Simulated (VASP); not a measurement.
Write the native input for VASP 6.6.1 that does the following.

* Task: single point
* Functional: PBEsol
* Potentials or basis: VASP PAW PBE potentials, release 64 (Ge_d)
* Cutoff: 520 eV
* k mesh: 10 × 10 × 6
* Occupations: fermi-dirac, width 0.05 eV
* Spin: no spin polarisation
* Ladder: free
* Further INCAR settings: ALGO = Normal; EDIFF = 1e-07; NBANDS = 21

The structure of Ge lies in POSCAR:

```
Ge
1.0
    1.4880529250     -2.5946896100      0.0000000000
    1.4880529250      2.5946896100      0.0000000000
    0.0000000000      0.0000000000      4.7275957900
Ge
2
Direct
    0.3334466300      0.6665533700      0.2500000000
    0.6665533700      0.3334466300      0.7500000000
```

This isn't the form of Ge at room conditions, which is diamond.

These files were run (other wordings do the same):

INCAR

```
SYSTEM = Ge
PREC = Accurate
ENCUT = 520
EDIFF = 1E-7
ISMEAR = -1
SIGMA = 0.05
LREAL = .FALSE.
LASPH = .TRUE.
NELM = 100
ALGO = Normal
ISIF = 2
LWAVE = .FALSE.
LCHARG = .FALSE.
GGA = PS
NBANDS = 21
```

KPOINTS

```
Automatic mesh
0
G
  10 10 6
  0 0 0
```

Potentials or basis: VASP PAW PBE potentials, release 64 (Ge_d).

The run is started by

```sh
$ cat potpaw_PBE.64/Ge_d/POTCAR > POTCAR
$ mpirun -np 1 vasp_std > vasp.out
```

It gave:

The pressure is 0.5 GPa and the band gap on the k mesh is none (metal or under the smearing width).

Caveat: the PAW data sets were made with another functional, which shifts forces and pressure a little.

Wall time 23 s on 1 thread of Intel(R) Xeon(R) 6975P-C (Granite Rapids), with other jobs on the host, peak memory 0.2 GiB.
